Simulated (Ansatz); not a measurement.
Input of an Ansatz 0.2.0 run:

The input input.yaml:

```yaml
crystal:
  lattice:
    - [1.2511217832, 0.7223354983, 3.3729344033]
    - [-1.2511217832, 0.7223354983, 3.3729344033]
    - [0.0, -1.4446709966, 3.3729344033]
  atoms:
    - { symbol: "N", position: [0.6672382, 0.6672382, 0.6672382] }
    - { symbol: B, position: [0.0003288, 0.0003288, 0.0003288] }
kpoints:
  mp_grid: { grid: [12, 12, 12] }
  band_path:
    path:
      - [0.0, 0.0, 0.0]
      - [0.5, 0.0, 0.0]
      - [0.5, 0.1972419765, -0.1972419765]
    npoints: 6
scf:
  occupations: { method: fermi_dirac, width: 0.05 }
hamiltonian:
  xc: pbesol
  pseudopotentials: { kind: all_electron, lapw: { basis_error: 0.001 } }
output:
  forces: true
  stress: true
  eigenvalues: true
```

Potentials or basis: all-electron LAPW, scalar-relativistic.

Launch:

```bash
$ ansatz run input.yaml --threads 1 --pin off --max-ram 3072MiB --backend cpu --events-out ev --progress --plain --runs-dir out
```

(1) Estimate the band gap along the path.

(2) Predict the pressure.

(3) Estimate the band gap on the k mesh.

Answers

(1) 4.63 eV, indirect (least direct gap 4.64 eV).

(2) 0.7 GPa.

(3) 4.18 eV, indirect (least direct gap 4.64 eV).
